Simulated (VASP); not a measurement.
# InAs (Fm-3m) in VASP: a series of runs

The runs below take InAs through single point, with PBE.

Program: VASP 6.6.1. These are calculated values, not measurements. Logs are shortened: lines on timing, memory, paths and dates and some standing lists are left out, and cuts for length are marked.

### 1 Starting point

Symmetry: Fm-3m, No. 225, cubic system. The conventional cell has a = 5.755 Å, b = 5.755 Å, c = 5.755 Å, α = 90.00°, β = 90.00°, γ = 90.00°. In (site symmetry m-3m) has 6 As at 2.88 Å as nearest neighbours. As (site symmetry m-3m) has 6 In at 2.88 Å as nearest neighbours.

Measurements of this composition are mostly on another form, of space group No. 216.

### 2 Single point, PBE

Contents of INCAR:

```
PREC = Accurate ; ENCUT = 520
EDIFF = 1E-7 ; ISMEAR = 0
SIGMA = 0.05 ; LREAL = F
LASPH = T ; NELM = 100
ALGO = Fast ; ISIF = 2
LWAVE = F ; LCHARG = T
GGA = PE ; LELF = T
LVHAR = T ; NBANDS = 16
```

Contents of KPOINTS:

```
Automatic mesh
0
Gamma
  14 14 14
```

Contents of POSCAR:

```
InAs
1.0
    0.0000000000      2.8773040000      2.8773040000
    2.8773040000      0.0000000000      2.8773040000
    2.8773040000      2.8773040000      0.0000000000
In As
1 1
Direct
    0.5000000000      0.5000000000      0.5000000000
    0.0000000000      0.0000000000      0.0000000000
```

Potentials or basis: VASP PAW PBE potentials, release 64 (In_d, As).

Run with:

```
cat potpaw_PBE.64/In_d/POTCAR potpaw_PBE.64/As/POTCAR > POTCAR
mpirun -np 1 vasp_std > vasp.out
```

OUTCAR:

```text
PREC = Accurate
   ENCUT = 520
   EDIFF = 1E-7
   ISMEAR = 0
   LREAL = F
   LASPH = T
   NELM = 100
   ISIF = 2
   GGA = PE

 ion  position               nearest neighbor table
   1  0.500  0.500  0.500-   2 2.88   2 2.88   2 2.88   2 2.88   2 2.88   2 2.88
   2  0.000  0.000  0.000-   1 2.88   1 2.88   1 2.88   1 2.88   1 2.88   1 2.88

  LATTYP: Found a face centered cubic cell.
 ALAT       =     5.7546080000

  Lattice vectors:

 A1 = (   0.0000000000,   2.8773040000,   2.8773040000)
 A2 = (   2.8773040000,   0.0000000000,   2.8773040000)
 A3 = (   2.8773040000,   2.8773040000,   0.0000000000)

Analysis of symmetry for initial positions (statically):
=====================================================================
 Subroutine PRICEL returns:
 Original cell was already a primitive cell.

 Routine SETGRP: Setting up the symmetry group for a
 face centered cubic supercell.

 Subroutine GETGRP returns: Found 48 space group operations
 (whereof 48 operations were pure point group operations)
 out of a pool of 48 trial point group operations.

The static configuration has the point symmetry O_h .

Analysis of symmetry for dynamics (positions and initial velocities):
=====================================================================
 Subroutine PRICEL returns:
 Original cell was already a primitive cell.

 Routine SETGRP: Setting up the symmetry group for a
 face centered cubic supercell.

 Subroutine GETGRP returns: Found 48 space group operations
 (whereof 48 operations were pure point group operations)
 out of a pool of 48 trial point group operations.

The dynamic configuration has the point symmetry O_h .

 Subroutine INISYM returns: Found 48 space group operations
 (whereof 48 operations are pure point group operations),
 and found     1 'primitive' translations

----------------------------------------------------------------------------------------

                                     Primitive cell

  volume of cell :      47.6417

  direct lattice vectors                    reciprocal lattice vectors
     0.000000000  2.877304000  2.877304000    -0.173773783  0.173773783  0.173773783
     2.877304000  0.000000000  2.877304000     0.173773783 -0.173773783  0.173773783
     2.877304000  2.877304000  0.000000000     0.173773783  0.173773783 -0.173773783

  length of vectors
     4.069122340  4.069122340  4.069122340     0.300985021  0.300985021  0.300985021

  position of ions in fractional coordinates (direct lattice)
     0.500000000  0.500000000  0.500000000
     0.000000000  0.000000000  0.000000000

  ion indices of the primitive-cell ions
   primitive index   ion index
                 1           1
                 2           2

----------------------------------------------------------------------------------------

 KPOINTS: Automatic mesh

Automatic generation of k-mesh.
 Grid dimensions read from file:
 generate k-points for:   14   14   14

 Generating k-lattice:

  Cartesian coordinates                     Fractional coordinates (reciprocal lattice)
    -0.012412413  0.012412413  0.012412413     0.071428571  0.000000000  0.000000000
     0.012412413 -0.012412413  0.012412413     0.000000000  0.071428571  0.000000000
     0.012412413  0.012412413 -0.012412413     0.000000000  0.000000000  0.071428571

  Length of vectors
     0.021498930  0.021498930  0.021498930

  Shift w.r.t. Gamma in fractional coordinates (k-lattice)
     0.000000000  0.000000000  0.000000000

 Subroutine IBZKPT returns following result:
 ===========================================

 Found    104 irreducible k-points:

 Following reciprocal coordinates:
            Coordinates               Weight
  0.000000  0.000000  0.000000      1.000000
  0.071429  0.000000  0.000000      8.000000
  0.142857  0.000000  0.000000      8.000000
  0.214286  0.000000  0.000000      8.000000
  0.285714  0.000000  0.000000      8.000000
  0.357143  0.000000  0.000000      8.000000
[... 16 lines left out ...]
  0.214286  0.142857  0.000000     24.000000
  0.285714  0.142857  0.000000     24.000000
 [... further k-points ...]
   k-points           NKPTS =    104   k-points in BZ     NKDIM =    104   number of bands    NBANDS=     16
   number of dos      NEDOS =    301   number of ions     NIONS =      2
   total plane-waves  NPLWV =  27000
   dimension x,y,z NGX =    30 NGY =   30 NGZ =   30
   dimension x,y,z NGXF=    60 NGYF=   60 NGZF=   60
   ions per type =               1   1
   NGX,Y,Z   is equivalent  to a cutoff of  12.26, 12.26, 12.26 a.u.
   NGXF,Y,Z  is equivalent  to a cutoff of  24.51, 24.51, 24.51 a.u.
 SYSTEM =  unknown system
   PREC   = accura    normal or accurate (medium, high low for compatibility)
   ISTART =      0    job   : 0-new  1-cont  2-samecut
   ICHARG =      2    charge: 1-file 2-atom 10-const
   ISPIN  =      1    spin polarized calculation?
   LNONCOLLINEAR =      F non collinear calculations
   LSORBIT =      F    spin-orbit coupling
   LASPH  =      T    aspherical Exc in radial PAW
   ENCUT  =  520.0 eV  38.22 Ry    6.18 a.u.   7.57  7.57  7.57*2*pi/ulx,y,z
   NELM   =    100;   NELMIN=  2; NELMDL= -5     # of ELM steps
   EDIFF  = 0.1E-06   stopping-criterion for ELM
   LREAL  =      F    real-space projection
[... 7 lines left out ...]
   TEBEG  =    0.0;   TEEND  =   0.0 temperature during run
   PSTRESS=    0.0 pullay stress
   NELECT =      18.0000    total number of electrons
   NUPDOWN=      -1.0000    fix difference up-down
   EMIN   =  10.00;   EMAX   =-10.00  energy-range for DOS
   EFERMI =   0.00;   METHOD = LEGACY
   ISMEAR =     0;   SIGMA  =   0.05  broadening in eV -4-tet -1-fermi 0-gaus
   EFERMI_NEDOS =   21; number of points for ismear=-14 and -15
   IALGO  =     68    algorithm
   IMIX   =      4    mixing-type and parameters
     AMIX     =   0.40;   BMIX     =  1.00
     AMIX_MAG =   1.60;   BMIX_MAG =  1.00
  volume/ion in A,a.u.               =      23.82       160.75
  Fermi-wavevector in a.u.,A,eV,Ry     =   1.183505  2.236499 19.057448  1.400683
  Thomas-Fermi vector in A             =   2.319738
   LORBIT       =      0    0 simple, 1 ext, 2 COOP (PROOUT), +10 PAW based schemes
   GGA     = PE    functional components
   LHFCALC =     F    Hartree Fock is set to
   AEXX    =    0.0000 exact exchange contribution
   IVDW    =     0    specifies the selected vdW correction
   LEPSILON=     F    determine dielectric tensor
   LRPA    =     F    only Hartree local field effects (RPA)
 non-spin polarized calculation
 RMM-DIIS sequential band-by-band and
 Gauss-broadening in eV      SIGMA  =   0.05
  energy-cutoff  :      520.00
  volume of cell :       47.64
 maximum number of plane-waves:      1307
   NGX = 15   NGY = 15   NGZ = 15

 number of electron      18.0000002 magnetization

 Free energy of the ion-electron system (eV)
  ---------------------------------------------------
  ext. energy  EPLUGINS =         0.00000000
  ---------------------------------------------------
  free energy    TOTEN  =        -7.32257848 eV

  energy without entropy =       -7.32080772  energy(sigma->0) =       -7.32169310

 E-fermi :   5.8881     XC(G=0): -10.0968

 val. band max:        5.8869240844   @ k =  -0.0714   0.0714   0.0000
 cond. band min:       5.8947891355   @ k =   0.2857   0.0000   0.0000
 fundamental gap:      0.0078650511
 Fermi energy:         5.8880594336

 k-point     1 :       0.0000    0.0000    0.0000
  band No.  band energies     occupation
      1      -8.4050      2.00000
      2      -8.4050      2.00000
      3      -8.3848      2.00000
      4      -8.3848      2.00000
      5      -8.3848      2.00000
      6      -6.1705      2.00000
[... 8 lines left out ...]
     15      13.4111      0.00000
     16      13.4111      0.00000

 k-point     2 :       0.0714    0.0000    0.0000
  band No.  band energies     occupation
      1      -8.4069      2.00000
      2      -8.4069      2.00000
      3      -8.3849      2.00000
      4      -8.3827      2.00000
      5      -8.3827      2.00000
      6      -6.1153      2.00000
[... 8 lines left out ...]
     15      13.4023      0.00000
     16      13.5323      0.00000

 k-point     3 :       0.1429    0.0000    0.0000
  band No.  band energies     occupation
      1      -8.4131      2.00000
      2      -8.4131      2.00000
      3      -8.3852      2.00000
      4      -8.3759      2.00000
      5      -8.3759      2.00000
      6      -5.9521      2.00000
[... 8 lines left out ...]
     15      13.7287      0.00000
     16      13.7287      0.00000

 k-point     4 :       0.2143    0.0000    0.0000
  band No.  band energies     occupation
      1      -8.4229      2.00000
      2      -8.4229      2.00000
      3      -8.3860      2.00000
      4      -8.3649      2.00000
      5      -8.3649      2.00000
      6      -5.6897      2.00000
[... 8 lines left out ...]
     15      14.2961      0.00000
     16      14.2961      0.00000

 k-point     5 :       0.2857    0.0000    0.0000
  band No.  band energies     occupation
      1      -8.4342      2.00000
      2      -8.4342      2.00000
      3      -8.3873      2.00000
      4      -8.3524      2.00000
      5      -8.3524      2.00000
      6      -5.3482      2.00000
[... 8 lines left out ...]
     15      15.0652      0.00000
     16      15.0652      0.00000

 k-point     6 :       0.3571    0.0000    0.0000
  band No.  band energies     occupation
      1      -8.4444      2.00000
      2      -8.4444      2.00000
      3      -8.3888      2.00000
      4      -8.3410      2.00000
      5      -8.3410      2.00000
      6      -4.9702      2.00000
[... 8 lines left out ...]
     15      16.0042      0.00000
     16      16.0042      0.00000
[... 267 lines left out ...]
 k-point    21 :      -0.0714    0.0714    0.0000
  band No.  band energies     occupation
      1      -8.4129      2.00000
      2      -8.4077      2.00000
      3      -8.3856      2.00000
      4      -8.3806      2.00000
      5      -8.3771      2.00000
      6      -6.0234      2.00000
[... 8 lines left out ...]
     15      13.8798      0.00000
     16      14.0231      0.00000

 k-point    22 :       0.1429    0.1429    0.0000
  band No.  band energies     occupation
      1      -8.4353      2.00000
      2      -8.3989      2.00000
      3      -8.3917      2.00000
      4      -8.3714      2.00000
      5      -8.3714      2.00000
      6      -5.8694      2.00000
[... 8 lines left out ...]
     15      15.1147      0.00000
     16      15.1147      0.00000

 k-point    23 :       0.2143    0.1429    0.0000
  band No.  band energies     occupation
      1      -8.4532      2.00000
      2      -8.4000      2.00000
      3      -8.3937      2.00000
      4      -8.3647      2.00000
      5      -8.3620      2.00000
      6      -5.6654      2.00000
[... 8 lines left out ...]
     15      15.4432      0.00000
     16      15.5162      0.00000

 k-point    24 :       0.2857    0.1429    0.0000
  band No.  band energies     occupation
      1      -8.4705      2.00000
      2      -8.4072      2.00000
      3      -8.3931      2.00000
      4      -8.3580      2.00000
      5      -8.3494      2.00000
      6      -5.3693      2.00000
[... 8 lines left out ...]
     15      15.7350      0.00000
     16      16.0660      0.00000

 [... further k-points ...]
[... 5 lines left out ...]
  --------------------------------------------------------------------------------------
  -------------------------------------------------------------------------------------
  Total       -0.0373539     -0.0373539     -0.0373539     -0.0000000      0.0000000      0.0000000
  in kB       -1.2562003     -1.2562003     -1.2562003     -0.0000000      0.0000000      0.0000000
  external PRESSURE =      -1.2562003 kB  Pullay stress =       0.0000000 kB

 VOLUME and BASIS-vectors are now :
 -----------------------------------------------------------------------------
  energy-cutoff  :      520.00
  volume of cell :       47.64
      direct lattice vectors                 reciprocal lattice vectors
     0.000000000  2.877304000  2.877304000    -0.173773783  0.173773783  0.173773783
     2.877304000  0.000000000  2.877304000     0.173773783 -0.173773783  0.173773783
     2.877304000  2.877304000  0.000000000     0.173773783  0.173773783 -0.173773783

 POSITION                                       TOTAL-FORCE (eV/Angst)
 -----------------------------------------------------------------------------------
      2.87730      2.87730      2.87730        -0.000000     -0.000000     -0.000000
      0.00000      0.00000      0.00000         0.000000      0.000000      0.000000
 -----------------------------------------------------------------------------------
    total drift:                                0.000000      0.000000      0.000000

  FREE ENERGIE OF THE ION-ELECTRON SYSTEM (eV)
  ---------------------------------------------------
  free  energy   TOTEN  =        -7.3225784822 eV

  energy  without entropy=       -7.3208077205  energy(sigma->0) =       -7.32169310
```

Run time: 53 s. Hardware: 1 thread of Intel Xeon Platinum 8559C (Emerald Rapids), shared host; peak memory 0.22 GiB.

What came out:

```
Free energy            : -7.3226 eV
Pressure               : -0.1 GPa
Band gap on the k mesh : none (metal or under the smearing width)
```

### 3 Single point, PBE

This run uses another cell than the first one, of 20.88 Å³/atom, 0.876 times its volume.

Contents of INCAR:

```
SYSTEM = InAs
PREC     = Accurate       ! precision mode
ENCUT    = 520            ! plane-wave cutoff, eV
EDIFF    = 1E-7           ! SCF threshold, eV
ISMEAR   = 0              ! smearing method
SIGMA    = 0.05           ! smearing width, eV
LREAL    = .False.        ! projectors in reciprocal space
LASPH    = .True.         ! aspherical terms in the spheres
NELM     = 60             ! most SCF steps
ALGO     = Normal         ! electronic algorithm
ISIF     = 2              ! what is computed and relaxed
LWAVE    = .False.        ! write WAVECAR
LCHARG   = .True.         ! write CHGCAR
GGA      = PE             ! functional
LELF     = .True.         ! ELF
LVHAR    = .True.       
NBANDS   = 16             ! bands
```

Contents of KPOINTS:

```
Automatic mesh
0
Gamma
  14 14 14
  0 0 0
```

Contents of POSCAR:

```
InAs
1.0
    0.0000000000      2.7535930256      2.7535930256
    2.7535930256      0.0000000000      2.7535930256
    2.7535930256      2.7535930256      0.0000000000
In As
1 1
Direct
    0.5000000000      0.5000000000      0.5000000000
    0.0000000000      0.0000000000      0.0000000000
```

Potentials or basis: VASP PAW PBE potentials, release 64 (In_d, As).

Run with:

```
cat potpaw_PBE.64/In_d/POTCAR potpaw_PBE.64/As/POTCAR > POTCAR
mpirun -np 1 vasp_std > vasp.out
```

Wall time 38 s (1 thread of Intel Xeon Platinum 8559C (Emerald Rapids), shared host); peak memory 0.22 GiB.

Results (log left out):

```
Free energy            : -7.1464 eV
Pressure               : 11.0 GPa
Band gap on the k mesh : none (metal or under the smearing width)
```

Levels at points of the mesh, in eV from the Fermi level:
| k point | band 7 | band 8 | band 9 | band 10 | band 11 | band 12 |
| --- | --- | --- | --- | --- | --- | --- |
| (0.00, 0.00, 0.00) | -0.24 | -0.24 | -0.24 | 0.38 | 7.34 | 7.34 |
| (0.50, 0.00, 0.00) | -7.19 | 0.27 | 0.27 | 2.29 | 3.35 | 3.35 |
| (0.50, 0.50, 0.00) | -5.49 | -2.77 | -2.63 | -2.63 | 3.69 | 10.34 |

### 4 Single point, PBE

This run uses another cell than the first one, of 24.67 Å³/atom, 1.036 times its volume.

Contents of INCAR:

```
SYSTEM = InAs
  ALGO = Normal
  EDIFF = 1E-6
  ENCUT = 520
  GGA = PE
  ISIF = 2
  ISMEAR = 0
  LASPH = .True.
  LCHARG = .False.
  LREAL = .False.
  LWAVE = .False.
  NBANDS = 16
  NELM = 80
  PREC = Accurate
  SIGMA = 0.05
```

Contents of KPOINTS:

```
k-points
0
Gamma
  14 14 14
  0 0 0
```

Contents of POSCAR:

```
InAs
1.0
    0.0000000000      2.9112755211      2.9112755211
    2.9112755211      0.0000000000      2.9112755211
    2.9112755211      2.9112755211      0.0000000000
In As
1 1
Direct
    0.5000000000      0.5000000000      0.5000000000
    0.0000000000      0.0000000000      0.0000000000
```

Run with:

```
cat potpaw_PBE.64/In_d/POTCAR potpaw_PBE.64/As/POTCAR > POTCAR
mpirun -np 1 vasp_std > vasp.out
```

It took 30 s on 1 thread of Intel Xeon Platinum 8559C (Emerald Rapids), shared host; peak memory 0.22 GiB.

The run converged. Its results:

- Free energy: -7.3108 eV
- Pressure: -2.1 GPa
- Band gap on the k mesh: none (metal or under the smearing width)

Levels at points of the mesh, in eV from the Fermi level:
```tsv
k point	band 5	band 6	band 7	band 8	band 9	band 10	band 11	band 12	band 13	band 14
(0.00, 0.00, 0.00)	-14.25	-11.83	-0.87	-0.15	-0.15	-0.15	7.17	7.17	7.17	7.33
(0.50, 0.00, 0.00)	-14.20	-10.28	-6.30	0.21	0.21	2.12	3.29	3.29	4.20	10.47
(0.50, 0.50, 0.00)	-14.18	-9.49	-4.46	-2.93	-2.09	-2.09	3.96	8.93	8.93	9.73
```

### 5 The runs side by side

```csv
cell,gap on the mesh (eV),pressure (GPa)
"Fm-3m, 23.82 Å³/atom",none,-0.1
"Fm-3m, 20.88 Å³/atom",none,11.0
"Fm-3m, 24.67 Å³/atom",none,-2.1
```

Alike in all rows: task single point; level PBE; potentials or basis VASP PAW PBE potentials, release 64 (In_d, As); no spin polarisation; k mesh 14 × 14 × 14; cutoff (eV) 520; smearing gaussian 0.05 eV.

Every run on the cell as given and a fine mesh finds a metal.

Absolute energies hang on the potentials; compare differences alone.
